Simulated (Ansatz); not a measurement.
# Yttrium, hcp under RPBE: from relaxation to bulk modulus

Aim: take yttrium in the hcp structure, relax it, solve it on a dense k-mesh, switch on spin-orbit coupling, then scale the cell to 7 volumes from 88 to 112 % of the relaxed one and try a fit of the equation of state. The k-meshes are 10×10×6 for the relaxation; 16×16×9 for the dense run; 10×10×6 for spin-orbit coupling; 16×16×9 for the volumes. It starts from a deposited cell (COD).

Computed with Ansatz 0.2.0 (DFT RPBE, plane waves (420 eV) with PAW, scalar-relativistic; PAW files made under PBE, frozen cores solved again for the functional, unless a step says otherwise).

### 1 The starting structure

The structure is hexagonal, space group P6_3/mmc (No. 194). Conventional cell: a = 3.647 Å, b = 3.647 Å, c = 5.731 Å, α = 90.00°, β = 90.00°, γ = 120.00°. Around Y (site symmetry -6m2) lie 12 Y at 3.56 to 3.65 Å.

As a file:

```
Y
1.0
     3.64740    0.00000    0.00000
    -1.82370    3.15874    0.00000
     0.00000    0.00000    5.73060
Y
2
Cartesian
  0.0000 2.1058 1.4326
  1.8237 1.0529 4.2980
```

### 2 Relaxation of the cell

input.yaml

```yaml
crystal:
  lattice:
    - [3.647399542, 0.0, 0.0]
    - [-1.823699771, 3.1587406611, 0.0]
    - [0.0, 0.0, 5.7306]
  atoms:
    - { symbol: "Y", position: [0.3333333333, 0.6666666667, 0.25] }
    - { symbol: "Y", position: [0.6666666667, 0.3333333333, 0.75] }
hamiltonian:
  xc: rpbe
  pseudopotentials:
    kind: paw
    azcp:
      "Y": "pseudopotentials/Y.paw.azcp"
basis:
  ecutwfc: 420
  fft_grid_basis: typed
kpoints:
  mp_grid: { grid: [10, 10, 6], shift: [0, 0, 0] }
magnetization:
  spin_polarized: false
scf:
  occupations: { method: fermi_dirac, width: 0.1 }
relax:
  max_steps: 60
  f_tol: 0.01
  cell: {}
```

Standard output (excerpt; [...] marks lines left out):

```text
[...]
Pseudopotentials: kind: paw
Pseudopotential: Y, paw, valence charge 11, recommended cutoff 420 eV (normal), <dir>
Functional definition: RPBE
[...]
Crystal: 2 atoms, lattice volume = 66.023 Å³
Basis set: ecut = 420 eV, 1267 PW (Γ), exchange–correlation on 50×50×80 points (8 copies of the dense FFT grid, shifted against one another)
Bands: 15, of which v1, the nominal top of the filled ones, is band 11 counted from 1 (10 counted from 0)
Symmetry: 24 space group operations
Space group: P63/mmc (ITA 194), of the structure as read, at distance tolerance 4.0e-5 Å
k-points: 56 of 600
[...]
SCF iter   1: F=—  HF=-7710.981681 eV  |F-HF|=—  |Δ(HF+E_count)|=         —  Δρ=2.48e-3  dr2=2.50e-3  ethr=1.77e-3  ⟨swp⟩=4.4  Hψ=3655  notcnv=0
[...]
relax step   1: F+E_penalty+E_count = -7710.98448107 eV  Δ(F+E_penalty+E_count) = +0.000e0 eV  max|allowed force component| = 4.395e-17 eV/Å  Δτ_max = 0.0000 Å  P = +1.422 GPa  Ω = 66.023 Å³  (6 SCF iters, dr2 threshold 1.00e-7 eV, accepted)
[...]
relax step   3: F+E_penalty+E_count = -7710.99509760 eV  Δ(F+E_penalty+E_count) = -1.712e-5 eV  max|allowed force component| = 5.667e-17 eV/Å  Δτ_max = 0.0000 Å  P = -0.002 GPa  Ω = 68.420 Å³  energy of the carried Pulay correction = -6.202e-5 eV  (3 SCF iters, dr2 threshold 1.20e-8 eV, accepted)
[...]
relax step   4: F+E_penalty+E_count = -7710.99515698 eV  Δ(F+E_penalty+E_count) = -5.938e-5 eV  max|allowed force component| = 5.204e-17 eV/Å  Δτ_max = 0.0000 Å  P = -0.003 GPa  Ω = 68.420 Å³  stress off target by 1.91e-2 GPa  SCF on the basis re-selected at this cell (its energy is not [...]
SCF converged after 4 iterations
Free energy (F): -7710.995157 eV
[...]
E sigma→0 (E₀):  -7710.932914 eV
Entropy (-TS):   -0.124486 eV (-62.243 meV/atom)
Fermi energy:    8.975817 eV
[...]
--- Forces (eV/Å), atoms counted from 1 ---
  atom   1  Y      0.00000000    -0.00000000    -0.00000000
  atom   2  Y      0.00000000     0.00000000     0.00000000
[...]
--- Stress (GPa, compression-positive) ---
        0.005218       0.000000       0.000000
        0.000000       0.005218      -0.000000
        0.000000      -0.000000      -0.019105
  P = ⅓ Tr σ = -0.0029 GPa (-0.029 kbar)
--- Relaxed structure (3 steps of the walk, 3 accepted, 1 SCFs on fresh bases) ---
  F+E_penalty+E_count = -7710.99515698 eV   max|allowed force component| = 5.204e-17 eV/Å   (the final SCF, on the basis selected at the relaxed cell)
  cell:  # Å, volume = 68.4202 Å³
    - [3.697838733802345, 1.0138525946898692e-34, 0.0]
    - [-1.8489193669011725, 3.2024222825709128, 0.0]
    - [0.0, 0.0, 5.777739388905359]
  atoms:
    - { symbol: Y, position: [0.3333333333333333, 0.6666666666666666, 0.25] }
    - { symbol: Y, position: [0.6666666666666666, 0.3333333333333333, 0.75] }
```

Wall time 15 s (1 thread of an x86-64 CPU, shared host); peak memory 0.58 GiB.

The walk, from the log:

| step | energy change (meV/atom) | largest force (eV/Å) | pressure (GPa) | volume (Å³/atom) |
| --- | --- | --- | --- | --- |
| 1 | 0.00 | 0.0000 | 1.42 | 33.012 |
| 2 | -5.30 | 0.0000 | -0.02 | 34.223 |
| 3 | -5.31 | 0.0000 | 0.00 | 34.210 |
| 4 | -5.34 | 0.0000 | 0.00 | 34.210 |

Steps that repeat a cell are solved on a basis chosen anew, so their changes of energy are no gain of the relaxation.

The cell of the run, before and after:

|  | before | after | change |
| --- | --- | --- | --- |
| a (Å) | 3.647 | 3.698 | +1.4 % |
| b (Å) | 3.647 | 3.698 | +1.4 % |
| c (Å) | 5.731 | 5.778 | +0.8 % |
| volume (Å³/atom) | 33.012 | 34.210 | +3.6 % |
| shortest distance (Å) | 3.556 | 3.592 | +1.0 % |
| space group (spins left aside) | P6_3/mmc | P6_3/mmc | same |

### 3 Dense single point

input.yaml

```yaml
crystal:
  lattice:
    - [3.6978387338, 0.0, 0.0]
    - [-1.8489193669, 3.2024222826, 0.0]
    - [0.0, 0.0, 5.7777393889]
  atoms:
    - { symbol: "Y", position: [0.3333333333, 0.6666666667, 0.25] }
    - { symbol: "Y", position: [0.6666666667, 0.3333333333, 0.75] }
hamiltonian:
  xc: rpbe
  pseudopotentials:
    kind: paw
    azcp:
      "Y": "pseudopotentials/Y.paw.azcp"
basis:
  ecutwfc: 420
  fft_grid_basis: typed
kpoints:
  mp_grid: { grid: [16, 16, 9], shift: [0, 0, 0] }
magnetization:
  spin_polarized: false
scf:
  occupations: { method: fermi_dirac, width: 0.1 }
```

Standard output (excerpt; [...] marks lines left out):

```text
[...]
[... 3 set-up lines as earlier in the session ...]
[...]
Crystal: 2 atoms, lattice volume = 68.420 Å³
Basis set: ecut = 420 eV, 1339 PW (Γ)
Bands: 15, of which v1, the nominal top of the filled ones, is band 11 counted from 1 (10 counted from 0)
[... 1 set-up line as earlier in the session ...]
Space group: P63/mmc (ITA 194), of the structure as read, at distance tolerance 4.1e-5 Å
k-points: 150 of 2304
[...]
SCF iter   1: F=—  HF=-7710.991838 eV  |F-HF|=—  |Δ(HF+E_count)|=         —  Δρ=2.54e-3  dr2=2.79e-3  ethr=1.77e-3  ⟨swp⟩=4.3  Hψ=9748  notcnv=0
[...]
SCF iter   6: F=-7710.994965 eV  HF=-7710.994965 eV  |F-HF|=2.44e-9  |Δ(HF+E_count)|=   3.63e-8  Δρ=3.05e-6  dr2=5.60e-9  ethr=1.77e-10  ⟨swp⟩=1.0  Hψ=6865  notcnv=0
[...]
SCF converged after 6 iterations
Free energy (F): -7710.994965 eV
[...]
E sigma→0 (E₀):  -7710.932377 eV
Entropy (-TS):   -0.125174 eV (-62.587 meV/atom)
Fermi energy:    8.976790 eV
[...]
```

It took 7.9 s on 1 thread of an x86-64 CPU, shared host; peak memory 0.6 GiB.

### 4 A two-component run at the same geometry

Edit input.yaml of step 3 so:

```diff
@@ -11,3 +11,3 @@
   pseudopotentials:
-    kind: paw
+    kind: paw_fr
     azcp:
@@ -18,5 +18,6 @@
 kpoints:
-  mp_grid: { grid: [16, 16, 9], shift: [0, 0, 0] }
+  mp_grid: { grid: [10, 10, 6], shift: [0, 0, 0] }
 magnetization:
-  spin_polarized: false
+  noncollinear: true
+  spin_orbit: true
 scf:
```

Standard output (excerpt; [...] marks lines left out):

```text
[...]
Pseudopotentials: kind: paw_fr
Pseudopotential: Y, paw_fr, valence charge 11, recommended cutoff 420 eV (normal), <dir>
[... 1 set-up line as earlier in the session ...]
[...]
non-collinear run that drives no moment, with spin-orbit: no starting moment large enough to seed its density (crystal.atoms[].spin), no starting occupations that ask for one, no magnetisation constraint and no magnetic field, so the semilocal B_xc is pinned to zero
Crystal: 2 atoms, lattice volume = 68.420 Å³
Basis set: ecut = 420 eV, 1339 PW (Γ)
Bands: 30, of which v1, the nominal top of the filled ones, is band 22 counted from 1 (21 counted from 0)
Symmetry: 24 space group operations + 24 with time reversal
Magnetic group: BNS 194.264 (UNI 1494), of the structure as read, at distance tolerance 4.1e-5 Å
k-points: 56 of 600
Projection manifold: j_resolved (fully-relativistic pseudo-atomic orbitals)
[...]
SCF iter   1: F=—  HF=-7712.473211 eV  |F-HF|=—  |Δ(HF+E_count)|=         —  Δρ=1.41e-2  dr2=2.03e-1  dr2_m=0.00e0 (ungated)  ethr=3.10e-3  |M|=0.00e0 ∫|m|=0.00e0 μB  |m|>n=0.0e0 m-floor=0.0e0 τ_xc=0.0e0  β_m=0.30  ⟨swp⟩=5.3  Hψ=4419  notcnv=0
[...]
spin=Noncollinear: Kerker preconditioning applied to the charge; magnetization (m_x, m_y, m_z) channels mix plain (no charge-response kernel on spin).
[...]
SCF iter   7: F=-7712.438068 eV  HF=-7712.438068 eV  |F-HF|=3.19e-10  |Δ(HF+E_count)|=   2.84e-8  Δρ=2.00e-6  dr2=3.41e-9  dr2_m=0.00e0 (ungated)  ethr=4.55e-10  |M|=0.00e0 ∫|m|=0.00e0 μB  |m|>n=0.0e0 m-floor=0.0e0 τ_xc=0.0e0  ⟨swp⟩=2.0  Hψ=1676  notcnv=0
[...]
SCF converged after 7 iterations
Magnetization: |M| = 0.0000 μB,  M = (+0.0000, +0.0000, +0.0000) μB
Absolute magnetization: 0.0000 μB (∫|m|)
  site 0: m = (+0.0000, +0.0000, +0.0000) μB, |m| = 0.0000 μB  (R = 1.48 Å)
  site 1: m = (+0.0000, +0.0000, +0.0000) μB, |m| = 0.0000 μB  (R = 1.48 Å)
Free energy (F): -7712.438068 eV
[...]
E sigma→0 (E₀):  -7712.375802 eV
Entropy (-TS):   -0.124530 eV (-62.265 meV/atom)
Fermi energy:    8.975986 eV
[...]
```

It took 14 s on 1 thread of an x86-64 CPU, shared host; peak memory 0.6 GiB.

With and without spin-orbit coupling:

|  | scalar-relativistic | with spin-orbit coupling |
| --- | --- | --- |
| k-mesh | 16×16×9 | 10×10×6 |
| gap on the mesh | none (levels filled in part) | none (levels filled in part) |

The meshes differ, so small differences between the columns need not come from spin-orbit coupling.

### 5 Equation of state: 88 %

input.yaml

```yaml
crystal:
  lattice:
    - [3.5435795875, 0.0, 0.0]
    - [-1.7717897937, 3.0688299431, 0.0]
    - [0.0, 0.0, 5.5367150474]
  atoms:
    - { symbol: "Y", position: [0.3333333333, 0.6666666667, 0.25] }
    - { symbol: "Y", position: [0.6666666667, 0.3333333333, 0.75] }
hamiltonian:
  xc: rpbe
  pseudopotentials:
    kind: paw
    azcp:
      "Y": "pseudopotentials/Y.paw.azcp"
basis:
  ecutwfc: 420
  fft_grid_basis: typed
kpoints:
  mp_grid: { grid: [16, 16, 9], shift: [0, 0, 0] }
magnetization:
  spin_polarized: false
scf:
  occupations: { method: fermi_dirac, width: 0.1 }
output:
  stress: true
```

Standard output (excerpt; [...] marks lines left out):

```text
[...]
[... 3 set-up lines as earlier in the session ...]
[...]
Crystal: 2 atoms, lattice volume = 60.210 Å³
Basis set: ecut = 420 eV, 1153 PW (Γ)
Bands: 15, of which v1, the nominal top of the filled ones, is band 11 counted from 1 (10 counted from 0)
[... 1 set-up line as earlier in the session ...]
Space group: P63/mmc (ITA 194), of the structure as read, at distance tolerance 3.9e-5 Å
k-points: 150 of 2304
[...]
SCF iter   1: F=—  HF=-7710.854815 eV  |F-HF|=—  |Δ(HF+E_count)|=         —  Δρ=2.42e-3  dr2=2.71e-3  ethr=1.77e-3  ⟨swp⟩=4.5  Hψ=9869  notcnv=0
[...]
SCF iter   6: F=-7710.856528 eV  HF=-7710.856528 eV  |F-HF|=5.21e-9  |Δ(HF+E_count)|=   3.22e-8  Δρ=4.85e-6  dr2=1.02e-8  ethr=4.55e-10  ⟨swp⟩=3.9  Hψ=6644  notcnv=0
[...]
SCF converged after 6 iterations
Free energy (F): -7710.856528 eV
[...]
E sigma→0 (E₀):  -7710.799090 eV
Entropy (-TS):   -0.114876 eV (-57.438 meV/atom)
Fermi energy:    10.450437 eV
[...]
--- Stress (GPa, compression-positive) ---
        5.852194       0.000000       0.000000
        0.000000       5.852194      -0.000000
        0.000000      -0.000000       5.902586
  P = ⅓ Tr σ = 5.8690 GPa (58.690 kbar)
```

Wall time 8.5 s (1 thread of an x86-64 CPU, shared host); peak memory 0.6 GiB.

### 6 Equation of state: 92 %

Edit input.yaml of step 5 so:

```diff
@@ -2,5 +2,5 @@
   lattice:
-    - [3.5435795875, 0.0, 0.0]
-    - [-1.7717897937, 3.0688299431, 0.0]
-    - [0.0, 0.0, 5.5367150474]
+    - [3.5964766337, 0.0, 0.0]
+    - [-1.7982383168, 3.1146401289, 0.0]
+    - [0.0, 0.0, 5.6193647705]
   atoms:
```

Standard output (excerpt; [...] marks lines left out):

```text
[...]
[... 3 set-up lines as earlier in the session ...]
[...]
Crystal: 2 atoms, lattice volume = 62.947 Å³
Basis set: ecut = 420 eV, 1231 PW (Γ)
Bands: 15, of which v1, the nominal top of the filled ones, is band 11 counted from 1 (10 counted from 0)
[... 2 set-up lines as earlier in the session ...]
k-points: 150 of 2304
[...]
SCF iter   1: F=—  HF=-7710.934554 eV  |F-HF|=—  |Δ(HF+E_count)|=         —  Δρ=2.43e-3  dr2=2.54e-3  ethr=1.77e-3  ⟨swp⟩=4.4  Hψ=9836  notcnv=0
[...]
SCF iter   6: F=-7710.936814 eV  HF=-7710.936814 eV  |F-HF|=3.78e-9  |Δ(HF+E_count)|=   8.93e-9  Δρ=3.94e-6  dr2=7.49e-9  ethr=4.01e-10  ⟨swp⟩=2.0  Hψ=8004  notcnv=0
[...]
SCF converged after 6 iterations
Free energy (F): -7710.936814 eV
[...]
E sigma→0 (E₀):  -7710.877747 eV
Entropy (-TS):   -0.118133 eV (-59.067 meV/atom)
Fermi energy:    9.918092 eV
[...]
--- Stress (GPa, compression-positive) ---
        3.593897       0.000000       0.000000
       -0.000000       3.593897       0.000000
        0.000000       0.000000       3.586559
  P = ⅓ Tr σ = 3.5915 GPa (35.915 kbar)
```

It took 9.1 s on 1 thread of an x86-64 CPU, shared host; peak memory 0.61 GiB.

### 7 Equation of state: 96 %

Edit input.yaml of step 6 so:

```diff
@@ -2,5 +2,5 @@
   lattice:
-    - [3.5964766337, 0.0, 0.0]
-    - [-1.7982383168, 3.1146401289, 0.0]
-    - [0.0, 0.0, 5.6193647705]
+    - [3.6478618137, 0.0, 0.0]
+    - [-1.8239309068, 3.1591410002, 0.0]
+    - [0.0, 0.0, 5.6996522573]
   atoms:
```

Standard output (excerpt; [...] marks lines left out):

```text
[...]
[... 3 set-up lines as earlier in the session ...]
[...]
Crystal: 2 atoms, lattice volume = 65.683 Å³
Basis set: ecut = 420 eV, 1255 PW (Γ)
Bands: 15, of which v1, the nominal top of the filled ones, is band 11 counted from 1 (10 counted from 0)
[... 2 set-up lines as earlier in the session ...]
k-points: 150 of 2304
[...]
SCF iter   1: F=—  HF=-7710.978381 eV  |F-HF|=—  |Δ(HF+E_count)|=         —  Δρ=2.47e-3  dr2=2.55e-3  ethr=1.77e-3  ⟨swp⟩=4.3  Hψ=9789  notcnv=0
[...]
SCF iter   6: F=-7710.981162 eV  HF=-7710.981162 eV  |F-HF|=2.84e-9  |Δ(HF+E_count)|=   1.63e-8  Δρ=3.37e-6  dr2=5.97e-9  ethr=2.35e-10  ⟨swp⟩=1.6  Hψ=7221  notcnv=0
[...]
SCF converged after 6 iterations
Free energy (F): -7710.981162 eV
[...]
E sigma→0 (E₀):  -7710.920407 eV
Entropy (-TS):   -0.121509 eV (-60.754 meV/atom)
Fermi energy:    9.428614 eV
[...]
--- Stress (GPa, compression-positive) ---
        1.657555      -0.000000       0.000000
        0.000000       1.657555       0.000000
        0.000000       0.000000       1.644703
  P = ⅓ Tr σ = 1.6533 GPa (16.533 kbar)
```

It took 9.4 s on 1 thread of an x86-64 CPU, shared host; peak memory 0.6 GiB.

### 8 Equation of state: 100 %

Edit input.yaml of step 7 so:

```diff
@@ -2,5 +2,5 @@
   lattice:
-    - [3.6478618137, 0.0, 0.0]
-    - [-1.8239309068, 3.1591410002, 0.0]
-    - [0.0, 0.0, 5.6996522573]
+    - [3.6978387338, 0.0, 0.0]
+    - [-1.8489193669, 3.2024222826, 0.0]
+    - [0.0, 0.0, 5.7777393889]
   atoms:
```

Standard output (excerpt; [...] marks lines left out):

```text
[...]
[... 3 set-up lines as earlier in the session ...]
[...]
Crystal: 2 atoms, lattice volume = 68.420 Å³
Basis set: ecut = 420 eV, 1339 PW (Γ)
Bands: 15, of which v1, the nominal top of the filled ones, is band 11 counted from 1 (10 counted from 0)
[... 2 set-up lines as earlier in the session ...]
k-points: 150 of 2304
[...]
SCF iter   1: F=—  HF=-7710.991838 eV  |F-HF|=—  |Δ(HF+E_count)|=         —  Δρ=2.54e-3  dr2=2.79e-3  ethr=1.77e-3  ⟨swp⟩=4.3  Hψ=9748  notcnv=0
[...]
SCF iter   6: F=-7710.994965 eV  HF=-7710.994965 eV  |F-HF|=2.44e-9  |Δ(HF+E_count)|=   3.63e-8  Δρ=3.05e-6  dr2=5.61e-9  ethr=1.77e-10  ⟨swp⟩=1.7  Hψ=7192  notcnv=0
[...]
SCF converged after 6 iterations
Free energy (F): -7710.994965 eV
[...]
E sigma→0 (E₀):  -7710.932377 eV
Entropy (-TS):   -0.125174 eV (-62.587 meV/atom)
Fermi energy:    8.976790 eV
[...]
--- Stress (GPa, compression-positive) ---
        0.004992       0.000000       0.000000
       -0.000000       0.004992       0.000000
        0.000000       0.000000       0.013577
  P = ⅓ Tr σ = 0.0079 GPa (0.079 kbar)
```

Run time: 9.1 s. Hardware: 1 thread of an x86-64 CPU, shared host; peak memory 0.61 GiB.

### 9 Equation of state: 104 %

Edit input.yaml of step 8 so:

```diff
@@ -2,5 +2,5 @@
   lattice:
-    - [3.6978387338, 0.0, 0.0]
-    - [-1.8489193669, 3.2024222826, 0.0]
-    - [0.0, 0.0, 5.7777393889]
+    - [3.746500087, 0.0, 0.0]
+    - [-1.8732500435, 3.2445642506, 0.0]
+    - [0.0, 0.0, 5.8537709947]
   atoms:
```

Standard output (excerpt; [...] marks lines left out):

```text
[...]
[... 3 set-up lines as earlier in the session ...]
[...]
Crystal: 2 atoms, lattice volume = 71.157 Å³
Basis set: ecut = 420 eV, 1411 PW (Γ)
Bands: 15, of which v1, the nominal top of the filled ones, is band 11 counted from 1 (10 counted from 0)
[... 2 set-up lines as earlier in the session ...]
k-points: 150 of 2304
[...]
SCF iter   1: F=—  HF=-7710.979385 eV  |F-HF|=—  |Δ(HF+E_count)|=         —  Δρ=2.60e-3  dr2=3.22e-3  ethr=1.77e-3  ⟨swp⟩=4.2  Hψ=9701  notcnv=0
[...]
SCF iter   6: F=-7710.982861 eV  HF=-7710.982861 eV  |F-HF|=1.99e-9  |Δ(HF+E_count)|=   4.99e-8  Δρ=2.70e-6  dr2=5.40e-9  ethr=1.72e-10  ⟨swp⟩=2.0  Hψ=7232  notcnv=0
[...]
SCF converged after 6 iterations
Free energy (F): -7710.982861 eV
[...]
E sigma→0 (E₀):  -7710.918309 eV
Entropy (-TS):   -0.129105 eV (-64.553 meV/atom)
Fermi energy:    8.558208 eV
[...]
--- Stress (GPa, compression-positive) ---
       -1.399609      -0.000000       0.000000
        0.000000      -1.399609       0.000000
        0.000000       0.000000      -1.359570
  P = ⅓ Tr σ = -1.3863 GPa (-13.863 kbar)
```

It took 11 s on 1 thread of an x86-64 CPU, shared host; peak memory 0.61 GiB.

### 10 Equation of state: 108 %

Edit input.yaml of step 9 so:

```diff
@@ -2,5 +2,5 @@
   lattice:
-    - [3.746500087, 0.0, 0.0]
-    - [-1.8732500435, 3.2445642506, 0.0]
-    - [0.0, 0.0, 5.8537709947]
+    - [3.7939291737, 0.0, 0.0]
+    - [-1.8969645868, 3.2856390446, 0.0]
+    - [0.0, 0.0, 5.9278772287]
   atoms:
```

Standard output (excerpt; [...] marks lines left out):

```text
[...]
[... 3 set-up lines as earlier in the session ...]
[...]
Crystal: 2 atoms, lattice volume = 73.894 Å³
Basis set: ecut = 420 eV, 1459 PW (Γ)
Bands: 15, of which v1, the nominal top of the filled ones, is band 11 counted from 1 (10 counted from 0)
[... 1 set-up line as earlier in the session ...]
Space group: P63/mmc (ITA 194), of the structure as read, at distance tolerance 4.2e-5 Å
k-points: 150 of 2304
[...]
SCF iter   1: F=—  HF=-7710.945083 eV  |F-HF|=—  |Δ(HF+E_count)|=         —  Δρ=2.67e-3  dr2=3.79e-3  ethr=1.77e-3  ⟨swp⟩=4.2  Hψ=9658  notcnv=0
[...]
SCF iter   6: F=-7710.948828 eV  HF=-7710.948828 eV  |F-HF|=2.06e-9  |Δ(HF+E_count)|=   6.65e-8  Δρ=2.57e-6  dr2=5.95e-9  ethr=1.93e-10  ⟨swp⟩=2.0  Hψ=7280  notcnv=0
[...]
SCF converged after 6 iterations
Free energy (F): -7710.948828 eV
[...]
E sigma→0 (E₀):  -7710.882221 eV
Entropy (-TS):   -0.133213 eV (-66.607 meV/atom)
Fermi energy:    8.169190 eV
[...]
--- Stress (GPa, compression-positive) ---
       -2.589706      -0.000000       0.000000
       -0.000000      -2.589706       0.000000
        0.000000       0.000000      -2.517706
  P = ⅓ Tr σ = -2.5657 GPa (-25.657 kbar)
```

Run time: 9 s. Hardware: 1 thread of an x86-64 CPU, shared host; peak memory 0.62 GiB.

### 11 Equation of state: 112 %

Edit input.yaml of step 10 so:

```diff
@@ -2,5 +2,5 @@
   lattice:
-    - [3.7939291737, 0.0, 0.0]
-    - [-1.8969645868, 3.2856390446, 0.0]
-    - [0.0, 0.0, 5.9278772287]
+    - [3.840201163, 0.0, 0.0]
+    - [-1.9201005815, 3.3257117628, 0.0]
+    - [0.0, 0.0, 6.0001755398]
   atoms:
```

Standard output (excerpt; [...] marks lines left out):

```text
[...]
[... 3 set-up lines as earlier in the session ...]
[...]
Crystal: 2 atoms, lattice volume = 76.631 Å³
Basis set: ecut = 420 eV, 1485 PW (Γ)
Bands: 15, of which v1, the nominal top of the filled ones, is band 11 counted from 1 (10 counted from 0)
[... 2 set-up lines as earlier in the session ...]
k-points: 150 of 2304
[...]
SCF iter   1: F=—  HF=-7710.892328 eV  |F-HF|=—  |Δ(HF+E_count)|=         —  Δρ=2.73e-3  dr2=4.45e-3  ethr=1.77e-3  ⟨swp⟩=4.2  Hψ=9601  notcnv=0
[...]
SCF iter   6: F=-7710.896248 eV  HF=-7710.896248 eV  |F-HF|=2.49e-9  |Δ(HF+E_count)|=   8.60e-8  Δρ=2.62e-6  dr2=7.22e-9  ethr=2.47e-10  ⟨swp⟩=2.1  Hψ=7299  notcnv=0
[...]
SCF converged after 6 iterations
Free energy (F): -7710.896248 eV
[...]
E sigma→0 (E₀):  -7710.827546 eV
Entropy (-TS):   -0.137406 eV (-68.703 meV/atom)
Fermi energy:    7.806640 eV
[...]
--- Stress (GPa, compression-positive) ---
       -3.595580       0.000000       0.000000
        0.000000      -3.595580      -0.000000
        0.000000      -0.000000      -3.495989
  P = ⅓ Tr σ = -3.5624 GPa (-35.624 kbar)
```

Wall time 9.4 s (1 thread of an x86-64 CPU, shared host); peak memory 0.62 GiB.

### 12 Fitting the volumes

All volumes keep the relaxed shape and fractional coordinates.

| V (Å³/atom) | E − E₀ (meV/atom) | P from the stress (GPa) | P from the fit (GPa) |
| --- | --- | --- | --- |
| 30.105 | 66.7 | 5.87 | 5.79 |
| 31.473 | 27.3 | 3.59 | 3.49 |
| 32.842 | 6.0 | 1.65 | 1.55 |
| 34.210 | 0.0 | 0.01 | -0.10 |
| 35.579 | 7.0 | -1.39 | -1.50 |
| 36.947 | 25.1 | -2.57 | -2.69 |
| 38.315 | 52.4 | -3.56 | -3.69 |

Fit (Birch-Murnaghan, third order): V₀ = 34.119 Å³/atom, B₀ = 38 GPa, B₀′ = 3.1, largest residual 0.03 meV/atom.

Fit and stress differ a little: one follows E(σ → 0), the other the smeared free energy.

### 13 What came out

| quantity | value |
| --- | --- |
| space group (spins left aside) | P6_3/mmc (No. 194) |
| conventional cell | a = 3.698 Å, c = 5.778 Å (c/a = 1.562) |
| volume | 34.210 Å³/atom |
| shortest distance | 3.592 Å |
| against the deposited volume | +3.6 % (33.012 Å³/atom) |
| gap on the mesh | none (levels filled in part) |
| V₀, B₀, B₀′ | 34.119 Å³/atom, 38 GPa, 3.1 |

What this shows: Against experiment, RPBE misses the volume by +3.6 %. Cells that are too large are usual for this functional. The deposited cell holds zero-point motion and, unless taken cold, thermal expansion, so the miss against a static lattice is larger still. Levels at the Fermi energy are filled in part, as in a metal. The total energy of the spin-orbit run lies -0.72 eV/atom from the scalar one, but the two kinds of run don't share a zero of energy: only differences within one kind count. The fitted modulus is 38 GPa; letting shape and positions relax at each volume could only lower it.
